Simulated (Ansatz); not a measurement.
# MgO: band gap under strain

How does strain move the band edges of MgO built on the rocksalt prototype, and do the functionals agree on it? States: +4.4 % strain along z alone; +4.5 % strain along x alone; -3.9 % shear in the xy plane.

Code: Ansatz 0.2.0. PAW datasets, plane waves. The values are computed, spin-unpolarised, and not measurements.

## 1. Starting point

The unstrained cell was relaxed with r2SCAN; in each strained cell the atoms were relaxed again with r2SCAN. Names of k-points are those of the unstrained zone, where strain can split equivalent points. First state: +4.4 % strain along z alone.

The symmetry is I4/mmm (No. 139, tetragonal); conventional cell a = 2.973 Å, c = 4.388 Å, 9.70 Å³ an atom. Mg has 6 O at 2.10–2.19 Å; O has 6 Mg at 2.10–2.19 Å.

Coordinates:

```
CELL_PARAMETERS angstrom
0.00000 2.10217 2.19403
2.10217 0.00000 2.19403
2.10217 2.10217 0.00000
ATOMIC_POSITIONS crystal
Mg 0.00000 0.00000 0.00000
O 0.50000 0.50000 0.50000
```

## 2. +4.4 % strain along z alone: PBE

input.yaml

```yaml
crystal:
  lattice:
    - [0.0, 2.1021674168, 2.194032133]
    - [2.1021674168, 0.0, 2.194032133]
    - [2.1021674168, 2.1021674168, 0.0]
  atoms:
    - { symbol: Mg, position: [0.0, 0.0, 0.0] }
    - { symbol: O, position: [0.5, 0.5, 0.5] }
kpoints:
  mp_grid: { grid: [10, 10, 10] }
  band_path:
    path:
      - [0.0, 0.0, 0.0]
      - [0.5, 0.0, 0.5]
      - [0.625, 0.25, 0.625]
      - [0.375, 0.375, 0.75]
      - [0.5, 0.5, 0.5]
      - [0.5, 0.25, 0.75]
    npoints: 1
hamiltonian:
  xc: pbe
scf:
  occupations: { method: fermi_dirac, width: 0.02 }
  n_extra_bands: 4
output:
  forces: true
  stress: true
  eigenvalues: true
```

Further steps of the session: +4.4 % strain along z alone: r2SCAN; +4.4 % strain along z alone: HSE06; +4.5 % strain along x alone: PBE; +4.5 % strain along x alone: r2SCAN; +4.5 % strain along x alone: HSE06; -3.9 % shear in the xy plane: PBE; -3.9 % shear in the xy plane: r2SCAN; -3.9 % shear in the xy plane: HSE06.

Before running it: what results should come out?

As calculated:

Least gap in eV (negative: overlap):

```
                       state   PBE  r2SCAN  HSE06
 +4.4 % strain along z alone  4.33    5.19   6.01
 +4.5 % strain along x alone  4.32    5.18   6.00
-3.9 % shear in the xy plane  4.63    5.52   6.38
```

What this shows: Where both were run, the HSE06 gap lies +1.68 to +1.75 eV from PBE's, each on its own k points. In PBE the gap is least under +4.5 % strain along x alone (4.32 eV) and largest under -3.9 % shear in the xy plane (4.63 eV).
